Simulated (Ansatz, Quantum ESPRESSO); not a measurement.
# GaP (zinc blende): bulk modulus from a few volumes

How stiff is zinc blende GaP under hydrostatic load? Each row relaxes cell and atoms at a set pressure. The phase is followed to these pressures whether or not it stays the stable one.

Calculated with Ansatz 0.2.0, PBEsol, PAW files of the set soft_1, cutoff 600 eV, Fermi–Dirac smearing 0.02 eV, k-mesh 9×9×9, no spin polarisation, no spin-orbit coupling.

Reference cell, relaxed at zero pressure with PBEsol (F-43m): a = 3.8459 Å, b = 3.8459 Å, c = 3.8459 Å, α = 60.00°, β = 60.00°, γ = 60.00°.

```csv
atom,x,y,z
Ga,0.0000,0.0000,0.0000
P,0.7500,0.7500,0.7500
```

```
V (Å³/atom)    V/V0  P (GPa)  E − E0 (meV/atom)
    21.2068  1.0545   −3.998               14.3
    19.0857  0.9490    5.001               15.3
    18.2843  0.9091    9.995               52.3
    17.6254  0.8764   14.997              103.4
    16.1566  0.8033   30.000              305.0
```

V0 = 20.1117 Å³ an atom, where the residual pressure P0 is +0.001 GPa. **Question.** Fit the Birch–Murnaghan law and give the pressure and the energy at V = 17.0681 Å³ an atom, a row left out above.

With the Eulerian strain f = ½[(V0/V)^(2/3) − 1] and F = (P − P0)/[3f(1 + 2f)^(5/2)], the third-order law is the line F = B0 + (3/2) B0 (B′ − 4) f.

```
       f  F (GPa)
 0.07859    88.34
 0.04598    87.25
 0.03278    86.70
 0.01776    85.99
−0.01736    83.86
```

A straight line through the 5 rows: the means are 0.03155 for f and 86.428 for F, Σ(Δx)² = 0.005005 and ΣΔxΔy = 0.2338, so the slope is 0.2338/0.005005 = 46.71 and the intercept 86.428 − (46.71)(0.03155) = 84.954.

Hence B0 = 85.0 GPa and B′ = 4 + (46.7)/(1.5 × 85.0) = 4.37. For the withheld volume f = 0.05780, F = 87.65 GPa and P = 19.98 GPa. The run itself gives 19.99 GPa, so the estimate misses by 0.01 GPa; the fitted rows themselves lie up to 0.10 GPa off the law.

Integrating the same law gives E − E0 = (9/2) B0 V0 f²[1 + (B′ − 4) f] + P0(V0 − V), with 1 GPa Å³ = 6.2415 meV: 163.7 meV an atom. The run itself gives 164.0 meV, so the estimate misses by 0.3 meV; the fitted rows themselves lie up to 0.2 meV off the law.

The same fit over all rows at other levels or in other programs gives B0 = 86 GPa with PBEsol (Quantum ESPRESSO, GBRV).

[Logs are printed without paths, hosts, clocks, repeated set-up lines and the standing remarks that a program may print on its own settings, such as how far it seeks lower states.]
